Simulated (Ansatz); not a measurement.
Input of an Ansatz 0.2.0 run:

The input input.yaml:

```yaml
crystal:
  lattice:
    - [0.0, 3.231, 3.231]
    - [3.231, 0.0, 3.231]
    - [3.231, 3.231, 0.0]
  atoms:
    - { symbol: Pb, position: [0.0, 0.0, 0.0] }
    - { symbol: Te, position: [0.5, 0.5, 0.5] }
hamiltonian:
  xc: pbe
  pseudopotentials: { kind: paw }
kpoints:
  mp_grid: { grid: [7, 7, 7] }
scf:
  occupations: { method: gaussian, width: 0.019 }
output:
  forces: true
  stress: true
  eigenvalues: true
```

Potentials or basis: Ansatz PAW.

The run is started by

```sh
$ ansatz run input.yaml --threads 2 --pin off --max-ram 5632MiB --backend cpu --events-out ev --progress --plain --runs-dir out
```

Q: Predict the pressure.

A: 2.1 GPa.

Caveat: this odd mesh misses L, where the gap lies, so gap, dielectric constants and Born charges aren't listed. The run has no spin-orbit coupling, so splittings on Pb, Te are missing.
